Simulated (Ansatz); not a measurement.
## Formation energy of NiO in the NiAs-type structure

Computed with Ansatz (plane waves, PAW, 420 eV cutoff): PBE, scalar-relativistic, collinear spin, 12×12×8 k-mesh, Gaussian smearing of 0.05 eV; PAW files: Ansatz's generated set soft_2.

The start was a prototype's sites filled with these elements. The Crystallography Open Database lists the compound in space group Fm-3m (rock salt), so this is a trial structure.

The structure is hexagonal, space group P6_3/mmc (No. 194). The conventional cell has a = 2.913 Å, b = 2.913 Å, c = 5.055 Å, α = 90.00°, β = 90.00°, γ = 120.00°. Around Ni (site symmetry -3m) lie 6 O at 2.10 Å. O (site symmetry -6m2) has 6 Ni at 2.10 Å as nearest neighbours. (Shells end 15 % past the nearest neighbour.)

The elements were computed in their standard states (gases as isolated molecules) with the same datasets, cutoff and functional. The compound's run is antiferromagnetic, with site spin moments Ni 1.33, -1.33 μB. Absolute energies hang on the potentials; compare differences alone.

Energy of the relaxed cell (4 atoms, smearing extrapolated to zero): -12811.726 eV. Elements, in eV/atom: Ni -5839.721, O -564.968.

Q: What is the formation energy?

A: [-12811.726 − (2 × -5839.721 + 2 × -564.968)] / 4 = -0.59 eV/atom, or -57 kJ per mole of atoms.

The value is for 0 K, without zero-point energy and without any correction for the binding of gas molecules. Uncorrected semilocal values for oxides, chalcogenides and halides often miss by tenths of an eV an atom. A negative value shows stability against the elements alone, not against other compounds or structures.

Bader charges against formal ones: Ni +1.09 (+2), O −1.09 (−2). The cations give up 55 % of the formal charge; Bader charges stay under formal ones because the anions' density reaches into the cations' basins, the more so the higher the formal charge and the softer the anion.

Site moments are of spin, integrated over atomic spheres.
